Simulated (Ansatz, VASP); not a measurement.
# Cu4Si (Si/Cu(100)): VASP beside Ansatz, part 2 of 2

Wanted: the spread between two codes on one cell, functional and k mesh. Of the first pair: The structure shown is the start of the Ansatz relaxation below; VASP solves that cell, so the two are compared at the walk's first step.

VASP 6.6.1 and Ansatz 0.2.0.

So far: The structure; Ansatz: relaxation, RPBE; VASP: single point, RPBE, start cell, pair 1.

**4. Side by side**

Known differences besides the potentials themselves: the data sets hold 80 valence electrons in Ansatz (on its default PAW (the set named soft_2) files) and 48 in VASP; the cutoff is 420 eV in Ansatz and 520 eV in VASP; Ansatz makes its cores anew for this functional, VASP keeps those of its PBE data sets. Total energies have different zeros and are not compared.

Forces (eV/Å; atoms numbered as in POSCAR):

| atom | Ansatz x, y, z | VASP x, y, z |
| --- | --- | --- |
| Cu1 | 0.000, 0.000, -0.077 | 0.000, 0.000, -0.105 |
| Cu2 | 0.000, 0.000, 0.084 | 0.000, 0.000, 0.089 |
| Cu3 | 0.000, 0.000, -0.370 | 0.000, 0.000, -0.368 |
| Cu4 | 0.000, 0.000, -0.128 | 0.000, 0.000, -0.122 |
| Si5 | 0.000, 0.000, 0.491 | 0.000, 0.000, 0.505 |

The forces differ by 8.3 meV/Å r.m.s., which is 5.0 % of the r.m.s. force of 0.168 eV/Å (both taken over all components). With vacuum in the cell, a pressure given here is an average over mostly empty space and none of the material.

**5. Ansatz: relaxation, RPBE**

This run makes the geometry at which the two programs are then compared.

The structure compared here is the end of the Ansatz relaxation.

Input file input.yaml:

```yaml
crystal:
  lattice:
    - [2.5526554801, 0.0, 0.0]
    - [0.0, 2.5526554801, 0.0]
    - [0.0, 0.0, 25.3210422323]
  atoms:
    - { symbol: Cu, position: [0.5, 0.5, 0.3554356064] }
    - { symbol: Cu, position: [0.0, 0.0, 0.4267201919] }
    - { symbol: Cu, position: [0.5, 0.5, 0.5011190358] }
    - { symbol: Cu, position: [0.0, 0.0, 0.5733443578] }
    - { symbol: Si, position: [0.5, 0.5, 0.6445643936] }
kpoints:
  mp_grid: { grid: [12, 12, 1] }
hamiltonian:
  xc: rpbe
scf:
  occupations: { method: fermi_dirac, width: 0.1 }
  convergence: { dr2_threshold: 1.0e-08 }
efield:
  axis: 3
  dipole_correction: true
  ramp_position: 0.97
  ramp_width: 0.06
relax:
  f_tol: 0.02
  max_steps: 60
  constraints: [{ sites: [0, 1] }]
output:
  bader: true
  write_potential: true
  write_density: true
  volumetric_format: npy
```

Command:

```bash
ansatz run input.yaml --threads 4 --pin off --max-ram 12288MiB --backend cpu --events-out ev --progress --plain --runs-dir out
```

Numbers of over 12 decimals in the logs are rounded to 6 here.

Log:

```text
[...]
Crystal: 5 atoms, lattice volume = 164.993 Å³
Basis set: ecut = 420 eV, 3249 PW (Γ), exchange–correlation on 36×36×360 points (8 copies of the dense FFT grid, shifted against one another)
Bands: 48, of which v1, the nominal top of the filled ones, is band 40 counted from 1 (39 counted from 0)
Symmetry: 8 space group operations
[...]
- { symbol: Cu, position: [0.5, 0.5, 0.500822] }
    - { symbol: Cu, position: [0, 0.0, 0.576347] }
    - { symbol: Si, position: [0.5, 0.5, 0.652367] }
--- Bader charges: 5 sites ---
  site symbol  charge [e]  shift [e]
     0     Cu     -0.0204     0.0002
     1     Cu      0.0199     0.0002
     2     Cu     -0.0045     0.0000
     3     Cu     -0.0109     0.0002
     4     Si      0.0159     0.0002
  estimated error of the sums over rays = 3.2e-4 e
[key lines of the parts left out:]
SCF converged after 8 iterations
Free energy (F): -27159.410463 eV
Fermi energy:    2.952238 eV
Dipole field:    D = -0.013764 V/Å  (p = -0.012551 e·Å, saw-weighted, corrected)
Work function:   Φ+ = 4.7177 eV   Φ− = 4.3692 eV
```

**6. VASP: single point, RPBE, relaxed cell, pair 2**

The same cell, functional, mesh and smearing now go to VASP, with its own data sets.

Input file INCAR:

```
SYSTEM = Cu4Si
PREC = Accurate
ENCUT = 520
EDIFF = 1E-06
NELM = 120
ISMEAR = -1
SIGMA = 0.1
LREAL = .FALSE.
ALGO = Normal
GGA = RP
NBANDS = 30
LASPH = .TRUE.
LORBIT = 11
LWAVE = .FALSE.
LCHARG = .FALSE.
ISIF = 2
LDIPOL = .TRUE.
IDIPOL = 3
DIPOL = 0.5 0.5 0.502
LVHAR = .TRUE.
GGA_COMPAT = .FALSE.
NELMDL = -8
KPAR = 4
```

Input file POSCAR:

```
Cu4Si
1.0
    2.5526554801      0.0000000000      0.0000000000
    0.0000000000      2.5526554801      0.0000000000
    0.0000000000      0.0000000000     25.3210422323
Cu Si
4 1
Direct
    0.5000000000      0.5000000000      0.3554356064
    0.0000000000      0.0000000000      0.4267201919
    0.5000000000      0.5000000000      0.5008218801
    0.0000000000      0.0000000000      0.5763474439
    0.5000000000      0.5000000000      0.6523672788
```

Input file KPOINTS:

```
Automatic mesh
0
Gamma
12 12 1
0 0 0
```

Potentials, in the order of the species: Cu and Si (PBE family, release 64).

Command:

```bash
mpirun -np 4 vasp_std
```

Log:

```text
[banner, memory and clock lines left out]
running    4 mpi-ranks, on    1 nodes
[...]
[... a notice as in an earlier step ...]

 LDA part: xc-table for (Slater+PW92), standard interpolation
 POSCAR, INCAR and KPOINTS ok, starting setup
[...]
entering main loop
       N       E                     dE             d eps       ncg     rms          rms(c)
DAV:   1     0.388073237822E+03    0.38807E+03   -0.20557E+04  1680   0.184E+03
DAV:   2     0.901486145764E+01   -0.37906E+03   -0.36557E+03  1698   0.376E+02
DAV:   3    -0.198173023111E+02   -0.28832E+02   -0.26938E+02  1922   0.154E+02
DAV:   4    -0.210092113076E+02   -0.11919E+01   -0.11724E+01  2156   0.330E+01
[...]
DAV:  29    -0.172372002790E+02   -0.90037E-05   -0.23208E-06  1352   0.509E-02    0.268E-03
DAV:  30    -0.172372083388E+02   -0.80598E-05   -0.15309E-06  1222   0.202E-02    0.222E-03
DAV:  31    -0.172372087521E+02   -0.41330E-06   -0.23229E-07  1104   0.113E-02
   1 F= -.17237209E+02 E0= -.17204185E+02  d E =-.660482E-01
```

Parts of OUTCAR (step 6):

```text
  Total        0.0591987      0.0591987      0.2929064      0.0000000      0.0000000      0.0000000
  in kB        0.5748528      0.5748528      2.8442869      0.0000000      0.0000000      0.0000000
  external PRESSURE =       1.3313309 kB  Pullay stress =       0.0000000 kB

 POSITION                                       TOTAL-FORCE (eV/Angst)
 -----------------------------------------------------------------------------------
      1.27633      1.27633      9.00000         0.000000     -0.000000     -0.102582
      0.00000      0.00000     10.80500         0.000000      0.000000      0.074661
      1.27633      1.27633     12.68133         0.000000     -0.000000      0.003036
      0.00000      0.00000     14.59372         0.000000     -0.000000      0.011199
      1.27633      1.27633     16.51862         0.000000     -0.000000      0.013686
 -----------------------------------------------------------------------------------
    total drift:                               -0.000000      0.000000     -0.001683

  FREE ENERGIE OF THE ION-ELECTRON SYSTEM (eV)
  ---------------------------------------------------
  free  energy   TOTEN  =       -17.2372087521 eV

  energy  without entropy=      -17.1711605077  energy(sigma->0) =      -17.20418463

[... 2 parts as in an earlier step ...]

[... 1 further part left out ...]
[key lines of the parts left out:]
E-fermi :   0.2795
```

**7. Differences**

What differs besides the data sets and the points named for the pairs above, as far as they apply: the data sets hold 80 valence electrons in Ansatz (on its default PAW (the set named soft_2) files) and 48 in VASP. Total energies have different zeros and are not compared.

Compared:

| quantity | Ansatz | VASP | difference |
| --- | --- | --- | --- |
| work function, lower of the two faces (eV) | 4.37 | 4.35 | +0.02 |
| work function, higher of the two faces (eV) | 4.72 | 4.72 | 0.00 |

Forces (eV/Å; atoms numbered as in POSCAR):

| atom | Ansatz x, y, z | VASP x, y, z |
| --- | --- | --- |
| Cu1 | 0.000, 0.000, -0.075 | 0.000, 0.000, -0.103 |
| Cu2 | 0.000, 0.000, 0.071 | 0.000, 0.000, 0.075 |
| Cu3 | 0.000, 0.000, 0.002 | 0.000, 0.000, 0.003 |
| Cu4 | 0.000, 0.000, 0.003 | 0.000, 0.000, 0.011 |
| Si5 | 0.000, 0.000, 0.000 | 0.000, 0.000, 0.014 |

The forces differ by 8.4 meV/Å r.m.s., which is 25.3 % of the r.m.s. force of 0.033 eV/Å (both taken over all components). With vacuum in the cell, a pressure given here is an average over mostly empty space and none of the material.

**8. VASP: single point, RPBE, pair 3**

With cell and atoms fixed, the geometry can't cause a difference; cores, projectors, grids and the points listed under the comparison can. This pair takes another cell of the material, with 17 atoms against 5 for the pair before.

Edit INCAR of step 6 so:

```diff
@@ -1,2 +1,2 @@
-SYSTEM = Cu4Si
+SYSTEM = Cu16Si
 PREC = Accurate
@@ -10,3 +10,3 @@
 GGA = RP
-NBANDS = 30
+NBANDS = 111
 LASPH = .TRUE.
@@ -18,3 +18,3 @@
 IDIPOL = 3
-DIPOL = 0.5 0.5 0.502
+DIPOL = 0.5 0.5 0.474
 LVHAR = .TRUE.
```

Input file POSCAR:

```
Cu16Si
1.0
    5.1053109602      0.0000000000      0.0000000000
    0.0000000000      5.1053109602      0.0000000000
    0.0000000000      0.0000000000     25.3210422323
Cu Si
16 1
Direct
    0.2500000000      0.2500000000      0.3554356064
    0.0000000000      0.0000000000      0.4267201919
    0.2500000000      0.2500000000      0.5006321757
    0.9942057001      0.9942057001      0.5749764228
    0.2500000000      0.7500000000      0.3554356064
    0.0000000000      0.5000000000      0.4267201919
    0.2500000000      0.7500000000      0.5012711709
    0.9942057001      0.5057942999      0.5749764228
    0.7500000000      0.2500000000      0.3554356064
    0.5000000000      0.0000000000      0.4267201919
    0.7500000000      0.2500000000      0.5012711709
    0.5057942999      0.9942057001      0.5749764228
    0.7500000000      0.7500000000      0.3554356064
    0.5000000000      0.5000000000      0.4267201919
    0.7500000000      0.7500000000      0.5007916318
    0.5057942999      0.5057942999      0.5749764228
    0.2500000000      0.2500000000      0.6310402226
```

Input file KPOINTS:

```
Automatic mesh
0
Gamma
6 6 1
0 0 0
```

Command:

```bash
mpirun -np 4 vasp_std
```

Log:

```text
[banner, memory and clock lines left out]
running    4 mpi-ranks, on    1 nodes
[...]
|                                                                             |
|               ----> ADVICE to this user running VASP <----                  |
|                                                                             |
|     You have a (more or less) 'large supercell' and for larger cells it     |
|     might be more efficient to use real-space projection operators.         |
|     Therefore, try LREAL= Auto in the INCAR file.                           |
|     Mind: For very accurate calculation, you might also keep the            |
|     reciprocal projection scheme (i.e. LREAL=.FALSE.).                      |
|                                                                             |

 [... a notice as in an earlier step ...]

 LDA part: xc-table for (Slater+PW92), standard interpolation
 POSCAR, INCAR and KPOINTS ok, starting setup
[...]
entering main loop
       N       E                     dE             d eps       ncg     rms          rms(c)
DAV:   1     0.162937230415E+04    0.16294E+04   -0.74492E+04  2220   0.185E+03
DAV:   2     0.129947044778E+03   -0.14994E+04   -0.14458E+04  2220   0.414E+02
DAV:   3    -0.548401022557E+02   -0.18479E+03   -0.17176E+03  2328   0.198E+02
DAV:   4    -0.655091439098E+02   -0.10669E+02   -0.10396E+02  2648   0.607E+01
[...]
DAV:  35    -0.530269370791E+02   -0.16986E-05   -0.39616E-08  1426   0.244E-03    0.156E-04
DAV:  36    -0.530269381945E+02   -0.11154E-05   -0.32047E-08  1433   0.884E-04    0.141E-04
DAV:  37    -0.530269384113E+02   -0.21687E-06   -0.95574E-09  1371   0.931E-04
   1 F= -.53026938E+02 E0= -.52919359E+02  d E =-.215159E+00
```

OUTCAR, selected parts (step 8):

```text
  Total        2.2450823      2.2450823      0.9176193      0.0000000      0.0000000      0.0000000
  in kB        5.4502557      5.4502557      2.2276510      0.0000000      0.0000000      0.0000000
  external PRESSURE =       4.3760541 kB  Pullay stress =       0.0000000 kB

 POSITION                                       TOTAL-FORCE (eV/Angst)
 -----------------------------------------------------------------------------------
      1.27633      1.27633      9.00000         0.000000      0.000000     -0.097393
      0.00000      0.00000     10.80500         0.024068      0.024068      0.070290
      1.27633      1.27633     12.67653         0.000000      0.000000      0.008270
      5.07573      5.07573     14.55900        -0.004682     -0.004682      0.017704
      1.27633      3.82898      9.00000         0.000000      0.000000     -0.081270
      0.00000      2.55266     10.80500         0.024068     -0.024068      0.070290
      1.27633      3.82898     12.69271         0.000000      0.000000     -0.000950
      5.07573      2.58224     14.55900        -0.004682      0.004682      0.017704
      3.82898      1.27633      9.00000         0.000000      0.000000     -0.081270
      2.55266      0.00000     10.80500        -0.024068      0.024068      0.070290
      3.82898      1.27633     12.69271         0.000000      0.000000     -0.000950
      2.58224      5.07573     14.55900         0.004682     -0.004682      0.017704
      3.82898      3.82898      9.00000         0.000000      0.000000     -0.119737
      2.55266      2.55266     10.80500        -0.024068     -0.024068      0.070290
[...]
-----------------------------------------------------------------------------------
    total drift:                               -0.000000      0.000000      0.010552

  FREE ENERGIE OF THE ION-ELECTRON SYSTEM (eV)
  ---------------------------------------------------
  free  energy   TOTEN  =       -53.0269384113 eV

  energy  without entropy=      -52.8117796979  energy(sigma->0) =      -52.91935905

[... 3 further parts left out ...]
[key lines of the parts left out:]
E-fermi :  -0.6592
```

**9. Ansatz: single point, RPBE, pair 3**

The same cell, functional, mesh and smearing now go to Ansatz, which takes its cutoff from its data sets.

The cell is taken from a series of runs on this material, whose earlier steps may have relaxed, scaled, displaced or heated it; both programs get it as it stands.

Input file input.yaml:

```yaml
crystal:
  lattice:
    - [5.1053109602, 0.0, 0.0]
    - [0.0, 5.1053109602, 0.0]
    - [0.0, 0.0, 25.3210422323]
  atoms:
    - { symbol: Cu, position: [0.25, 0.25, 0.3554356064] }
    - { symbol: Cu, position: [0.0, 0.0, 0.4267201919] }
    - { symbol: Cu, position: [0.25, 0.25, 0.5006321757] }
    - { symbol: Cu, position: [-0.0057942999, -0.0057942999, 0.5749764228] }
    - { symbol: Cu, position: [0.25, 0.75, 0.3554356064] }
    - { symbol: Cu, position: [0.0, 0.5, 0.4267201919] }
    - { symbol: Cu, position: [0.25, 0.75, 0.5012711709] }
    - { symbol: Cu, position: [-0.0057942999, 0.5057942999, 0.5749764228] }
    - { symbol: Cu, position: [0.75, 0.25, 0.3554356064] }
    - { symbol: Cu, position: [0.5, 0.0, 0.4267201919] }
    - { symbol: Cu, position: [0.75, 0.25, 0.5012711709] }
    - { symbol: Cu, position: [0.5057942999, -0.0057942999, 0.5749764228] }
    - { symbol: Cu, position: [0.75, 0.75, 0.3554356064] }
    - { symbol: Cu, position: [0.5, 0.5, 0.4267201919] }
    - { symbol: Cu, position: [0.75, 0.75, 0.5007916318] }
    - { symbol: Cu, position: [0.5057942999, 0.5057942999, 0.5749764228] }
    - { symbol: Si, position: [0.25, 0.25, 0.6310402226] }
kpoints:
  mp_grid: { grid: [6, 6, 1] }
hamiltonian:
  xc: rpbe
scf:
  occupations: { method: fermi_dirac, width: 0.1 }
  convergence: { dr2_threshold: 1.0e-08 }
efield:
  axis: 3
  dipole_correction: true
  ramp_position: 0.97
  ramp_width: 0.06
output:
  write_potential: true
  write_density: true
  volumetric_format: npy
```

Command:

```bash
ansatz run input.yaml --threads 4 --pin off --max-ram 12288MiB --backend cpu --events-out ev --progress --plain --runs-dir out
```

Log:

```text
[...]
Crystal: 17 atoms, lattice volume = 659.973 Å³
Basis set: ecut = 420 eV, 12877 PW (Γ)
Bands: 185, of which v1, the nominal top of the filled ones, is band 154 counted from 1 (153 counted from 0)
Symmetry: 8 space group operations
[...]
k-points: 10 of 36
[...]
k-point 0: bands = [... 150 lower, 1.4763, 1.6085, 1.7321, 1.8338, 1.9452, 1.9452, 1.9579, 2.0423, ... 27 higher]
  k-point 1: bands = [... 150 lower, 1.4124, 1.5901, 1.7292, 1.8942, 2.1198, 2.1783, 2.2130, 2.7427, ... 27 higher]
  k-point 2: bands = [... 150 lower, 1.0639, 1.9191, 1.9765, 2.2925, 2.3911, 2.5787, 2.9145, 2.9712, ... 27 higher]
  k-point 9: bands = [... 150 lower, 0.5681, 0.7217, 0.9691, 1.6451, 1.6451, 2.0562, 2.2297, 3.5052, ... 27 higher]
[key lines of the parts left out:]
SCF converged after 12 iterations
Free energy (F): -106720.496056 eV
Fermi energy:    1.961245 eV
Dipole field:    D = -0.017092 V/Å  (p = -0.062337 e·Å, saw-weighted, corrected)
Work function:   Φ+ = 4.7450 eV   Φ− = 4.3122 eV
```

**10. Side by side**

What differs besides the data sets and the points named for the pairs above, as far as they apply: the data sets hold 308 valence electrons in Ansatz (on its default PAW (the set named soft_2) files) and 180 in VASP. Total energies have different zeros and are not compared.

Compared:

| quantity | Ansatz | VASP | difference |
| --- | --- | --- | --- |
| work function, lower of the two faces (eV) | 4.31 | 4.29 | +0.03 |
| work function, higher of the two faces (eV) | 4.75 | 4.75 | 0.00 |

With vacuum in the cell, a pressure given here is an average over mostly empty space and none of the material.

**11. Outcome**

* r.m.s. force difference (single point, RPBE, start cell, pair 1): 8.3 meV/Å
* r.m.s. force difference (single point, RPBE, relaxed cell, pair 2): 8.4 meV/Å
* difference in work function, lower of the two faces (single point, RPBE, pair 3): 0.025 eV

The r.m.s. force difference is 8.4 meV/Å (single point, RPBE, relaxed cell, pair 2), within the 12 meV/Å picked in this series as the mark of a large difference. The data sets hold unlike numbers of valence electrons (80 in Ansatz and 48 in VASP and 308 in Ansatz and 180 in VASP), so part of the differences comes from the potentials. Such differences can come from data sets, numerical settings and the points named under the comparisons, not from the functional's error against experiment.

[Lines on the potential files, build, host, timing and source positions are cut from VASP's logs without a mark.]

[Logs are printed without paths, hosts, clocks, repeated set-up lines and the standing remarks that a program may print on its own settings, such as how far it seeks lower states.]

[Hosts, paths, dates, database ids (printed as entryN), source tags and the programs' standing remarks are cut or masked in the printed files.]
